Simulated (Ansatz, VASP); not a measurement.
TiB2 in VASP and in Ansatz

File INCAR:

```
SYSTEM = TiB2
  ALGO = Normal
  EDIFF = 1E-6
  ENCUT = 520
  GGA = PS
  ISIF = 2
  ISMEAR = -1
  LASPH = .TRUE.
  LCHARG = .FALSE.
  LREAL = .FALSE.
  LWAVE = .FALSE.
  NBANDS = 16
  NELM = 100
  PREC = Accurate
  SIGMA = 0.08
```

Contents of KPOINTS:

```
k-points
0
G
  15 15 13
  0 0 0
```

File POSCAR:

```
TiB2
1.0
    3.0291982016      0.0000000000      0.0000000000
   -1.5145991008      2.6233625957      0.0000000000
    0.0000000000      0.0000000000      3.1638320000
Ti B
1 2
Direct
    0.0000000000      0.0000000000      0.0000000000
    0.3333333333      0.6666666667      0.5000000000
    0.6666666667      0.3333333333      0.5000000000
```

Input for Ansatz:

```yaml
crystal:
  lattice:
    - [3.0291982016, 0.0, 0.0]
    - [-1.5145991008, 2.6233625957, 0.0]
    - [0.0, 0.0, 3.163832]
  atoms:
    - { symbol: Ti, position: [0.0, 0.0, 0.0] }
    - { symbol: B, position: [0.3333333333, 0.6666666667, 0.5] }
    - { symbol: B, position: [0.6666666667, 0.3333333333, 0.5] }
kpoints:
  mp_grid: { grid: [15, 15, 13] }
  band_path:
    path:
      - [0.0, 0.0, 0.0]
      - [0.5, 0.0, 0.0]
      - [0.3333333333, 0.3333333333, 0.0]
      - [0.0, 0.0, 0.0]
      - [0.0, 0.0, 0.5]
      - [0.5, 0.0, 0.5]
      - [0.3333333333, 0.3333333333, 0.5]
      - [0.0, 0.0, 0.5]
      - [0.5, 0.0, 0.5]
    npoints: 5
scf:
  occupations: { method: fermi_dirac, width: 0.08 }
hamiltonian:
  xc: pbesol
  pseudopotentials: { kind: all_electron, lapw: { basis_error: 0.001 } }
output:
  forces: true
  stress: true
  eigenvalues: true
```

Change from the starting cell: zz strain of -2 %.

Alike in both runs: task single point; functional PBEsol; k mesh 15 × 15 × 13; occupations fermi-dirac, width 0.08 eV; no spin polarisation.

|  | VASP | Ansatz |
| --- | --- | --- |
| version | VASP 6.6.1 | Ansatz 0.2.0 |
| potentials or method | VASP PAW PBE potentials, release 64 (Ti_sv, B) | all-electron LAPW, scalar-relativistic |
| plane-wave cutoff (eV) | 520 | see its input |

|  | VASP | Ansatz | Ansatz less VASP |
| --- | --- | --- | --- |
| pressure (GPa) | -0.2 | -0.7 | -0.44 |
| largest component of the traceless stress (GPa) | 2.87 | 3.00 | +0.126 |

Ansatz ran all-electron here, so the differences hold the error of VASP's frozen core and of both bases.

Caveats: the PAW data sets were made with another functional, which shifts forces and pressure a little (VASP).
